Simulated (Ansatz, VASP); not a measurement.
**CdS in VASP and in Ansatz**

Contents of POSCAR:

```
CdS
1.0
    0.0000000000      2.7532440000      2.7532440000
    2.7532440000      0.0000000000      2.7532440000
    2.7532440000      2.7532440000      0.0000000000
Cd S
1 1
Direct
    0.0000000000      0.0000000000      0.0000000000
    0.5000000000      0.5000000000      0.5000000000
```

The input INCAR.step1:

```
SYSTEM = CdS
PREC = Accurate ; ENCUT = 600
ISMEAR = 0 ; SIGMA = 0.02
LREAL = .False. ; LASPH = .True.
NELM = 100 ; GGA = PE
ALGO = Normal ; EDIFF = 1E-4
LWAVE = .True. ; LCHARG = .False.
```

The input INCAR.step2:

```
SYSTEM = CdS
PREC = Accurate ; ENCUT = 600
EDIFF = 1E-6 ; ISMEAR = 0
SIGMA = 0.02 ; LREAL = .False.
LASPH = .True. ; NELM = 100
ALGO = Normal ; ISIF = 3
LWAVE = .False. ; LCHARG = .False.
METAGGA = R2SCAN ; LMIXTAU = .True.
IBRION = 2 ; NSW = 100
EDIFFG = -0.002 ; ISTART = 1
```

Contents of KPOINTS:

```
regular mesh
0
Gamma
  8 8 8
  0 0 0
```

Input for Ansatz:

```yaml
crystal:
  lattice:
    - [0.0, 2.753244, 2.753244]
    - [2.753244, 0.0, 2.753244]
    - [2.753244, 2.753244, 0.0]
  atoms:
    - { symbol: Cd, position: [0.0, 0.0, 0.0] }
    - { symbol: S, position: [0.5, 0.5, 0.5] }
basis:
  ecutwfc: 500
kpoints:
  mp_grid: { grid: [8, 8, 8] }
hamiltonian:
  xc: r2scan
  pseudopotentials: { kind: paw, azcp: { folder: soft_1 } }
scf:
  occupations: { method: gaussian, width: 0.02 }
output:
  forces: true
  stress: true
  eigenvalues: true
relax:
  adjacent_minimum: "off"
  f_tol: 0.002
  max_steps: 80
  cell: { stress_tol: 0.02 }
```

Measurements of this composition are mostly on another form, of space group No. 186.

Alike in both runs: task relaxation of cell and atoms; functional r2SCAN; k mesh 8 × 8 × 8; occupations gaussian, width 0.02 eV; no spin polarisation.

```csv
,VASP,Ansatz
version,VASP 6.6.1,Ansatz 0.2.0
potentials or method,"VASP PAW PBE potentials, release 64 (Cd, S)","scalar-relativistic, plane waves, PAW"
plane-wave cutoff (eV),600,500
valence electrons in the cell,18,26
```

|  | VASP | Ansatz | Ansatz less VASP |
| --- | --- | --- | --- |
| gap on the k mesh at the Fermi level, each at its own relaxed structure (eV) | 0.73 | 0.75 | +0.010 |
| relaxed volume (Å³/atom) | 20.38 | 20.29 | -0.085 |
| relaxed cell length with the largest relative difference (Å) | 3.863 | 3.857 | -0.0054 |
| energy change over the relaxation (meV/atom) | -3 | -4 | -1.1 |

The two sets of potentials don't hold the same shells in valence.

Caveats: the PAW data sets were made with another functional, which shifts forces and pressure a little (VASP). A k mesh can miss the band edges. r2SCAN opens gaps a little over a GGA but as a rule still falls short of measured ones.
